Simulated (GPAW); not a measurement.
**ZrS2: band structure with PBEsol+U**

**Experimental background.**

“Stress-Tuned Optical Transitions in Layered 1T-MX2 (M= Hf, Zr, Sn; X= S, Se) Crystals”, 2022, arxiv:2210.12074 quotes, for a bulk crystal of ZrS2: band gap 1.68 eV (indirect).

ZrS2:

```
Zr S
1.0
     3.69138    0.00000    0.00000
    -1.84569    3.19683    0.00000
     0.00000    0.00000    6.04108
Zr S
1 2
Direct
  0.00000 0.00000 0.00000
  0.33333 0.66667 0.23791
  0.66667 0.33333 0.76209
```

The cell is a database's computed one.

```
Program             : GPAW 26.7.0
Task                : band structure
Functional          : PBEsol
Potentials or basis : PAW data sets generated in the run's folder for this functional
Cutoff              : 600 eV
Basis               : pw
k mesh              : 8 × 8 × 5
Occupations         : fermi-dirac, width 0.05 eV
Spin                : no spin polarisation
Hubbard terms       : Zr d U = 6 eV
Maxiter             : 150
Band path           : GMKGALHA,LM,KH
Band points         : 80
```

```yaml
Pressure: 2.9 GPa
Largest_force: 0.386 eV/Å
Band_gap_on_the_k_mesh: 1.89 eV, indirect (least direct gap 2.63 eV)
Band_gap_along_the_path: 1.89 eV, indirect (least direct gap 2.67 eV)
```

Forces in eV/Å, atoms in the order of the input:
```
Zr   0.000  0.000  0.000
S    0.000  0.000  0.386
S    0.000  0.000 -0.386
```

Stress tensor (GPa, compression positive):
```
3.09 0.00 0.00
0.00 3.09 0.00
0.00 0.00 2.45
```

Levels at the corners of the path, in eV from the valence-band top:
| point | band 9 | band 10 | band 11 | band 12 | band 13 | band 14 | band 15 | band 16 |
| --- | --- | --- | --- | --- | --- | --- | --- | --- |
| Γ | -2.65 | -0.14 | -0.14 | -0.06 | 2.85 | 2.85 | 3.60 | 5.38 |
| M | -2.31 | -2.16 | -1.73 | -1.29 | 1.96 | 4.83 | 4.92 | 6.28 |
| K | -3.27 | -1.92 | -1.92 | -1.56 | 3.37 | 4.31 | 4.31 | 5.49 |
| Γ | -2.65 | -0.14 | -0.14 | -0.06 | 2.85 | 2.85 | 3.60 | 5.38 |
| A | -2.62 | -1.62 | -0.23 | -0.23 | 2.81 | 2.81 | 3.74 | 5.68 |
| L | -2.43 | -2.04 | -1.11 | -0.86 | 1.89 | 4.73 | 5.07 | 5.49 |
| H | -3.28 | -1.99 | -1.64 | -1.64 | 3.65 | 4.12 | 4.12 | 5.84 |
| A | -2.62 | -1.62 | -0.23 | -0.23 | 2.81 | 2.81 | 3.74 | 5.68 |
| L | -2.43 | -2.04 | -1.11 | -0.86 | 1.89 | 4.73 | 5.07 | 5.49 |
| M | -2.31 | -2.16 | -1.73 | -1.29 | 1.96 | 4.83 | 4.92 | 6.28 |
| K | -3.27 | -1.92 | -1.92 | -1.56 | 3.37 | 4.31 | 4.31 | 5.49 |
| H | -3.28 | -1.99 | -1.64 | -1.64 | 3.65 | 4.12 | 4.12 | 5.84 |

It took 97 s on 1 thread of Arm Neoverse V2, on a shared host, peak memory 0.39 GiB.

A measured gap of ZrS2 is 1.68 eV (indirect; quoted in “Stress-Tuned Optical Transitions in Layered 1T-MX2 (M= Hf, Zr, Sn; X= S, Se) Crystals”, 2022, arxiv:2210.12074); the calculated 1.89 eV misses it by +0.21 eV. Spin-orbit coupling on Zr is left out. The value is that of PBEsol+U, without temperature or zero-point motion. The cell is a database's relaxed one, not the measured one, which moves gaps too.

Caveat: this functional lacks dispersion, which binds the layers, so the pressure and a relaxed spacing across them are unreliable.
